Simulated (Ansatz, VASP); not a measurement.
**Two plane-wave programs on Cs**

```xyz
1
Lattice="-2.7638 2.7638 2.7638 2.7638 -2.7638 2.7638 2.7638 2.7638 -2.7638" Properties=species:S:1:pos:R:3 pbc="T T T"
Cs    0.0000    0.0000    0.0000
```

Alike in both runs: task single point; functional LDA; k mesh 13 × 13 × 13; occupations fermi-dirac, width 0.1 eV; no spin polarisation.

|  | VASP | Ansatz |
| --- | --- | --- |
| version | VASP 6.6.1 | Ansatz 0.2.0 |
| potentials or method | VASP PAW LDA potentials, release 64 (Cs_sv) | plane waves (420 eV) with PAW, scalar-relativistic |
| plane-wave cutoff (eV) | 520 | 420 |
| valence electrons in the cell | 9 | 9 |

|  | VASP | Ansatz | Ansatz less VASP |
| --- | --- | --- | --- |
| pressure (GPa) | 0.4 | 0.4 | +0.01 |

Ansatz warned: «pseudo_functional_mismatch».

Spin-orbit coupling is left out, which matters for the levels of Cs.
